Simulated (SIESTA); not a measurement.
NiO:

```
Ni O
1.0
     0.00000    2.08590    2.08590
     2.08590    0.00000    2.08590
     2.08590    2.08590    0.00000
Ni O
1 1
Direct
  0.00000 0.00000 0.00000
  0.50000 0.50000 0.50000
```

```yaml
Program: SIESTA 5.4.2
Task: relaxation of cell and atoms
Functional: PBE
Potentials_or_basis: PseudoDojo 0.4 standard (PBE files)
Basis: SZ (energy shift 0.01 Ry)
Grid_cutoff: 800 Ry
Energy_shift: 0.01 Ry
k_mesh: 8 × 8 × 8
Occupations: fermi-dirac, width 0.05 eV
Spin: collinear spin, ferromagnetic start
Starting_moments: "[1.0, 0.0] μB"
```

At the start: pressure -14.6 GPa; volume 9.08 Å³/atom.

**Question.** How do energy, volume and symmetry change on relaxing?

**Answer.** Over 5 steps the energy falls by 25.7 meV/atom and the volume is 8.51 Å³/atom (-6.2 %); space group Fm-3m (No. 225, to 0.05 Å); moment 0.76 μB per cell.

Step by step:
```
step  energy change (eV)  largest force (eV/Å)  pressure (GPa)  volume (Å³)
   1              0.0000                0.0000          -14.59        18.15
   2             -0.0237                0.0000          -10.17        17.83
   3             -0.0501                0.0000           -2.22        17.16
   4             -0.0515                0.0000            0.66        16.99
   5             -0.0515                0.0000           -0.05        17.02
```

Final structure:
```
Ni O
1.0
     0.00002    2.04182    2.04182
     2.04182    0.00002    2.04182
     2.04182    2.04182    0.00002
Ni O
1 1
Direct
  0.00000 0.00000 0.00000
  0.50000 0.50000 0.50000
```

Caveat: the basis has no polarisation orbitals; short orbitals over semicore shells can move pressures by several GPa; the basis of atomic orbitals isn't converged, which shifts pressures, moduli and gaps; a cell with one magnetic atom can't hold antiferromagnetic order, which such compounds often take.
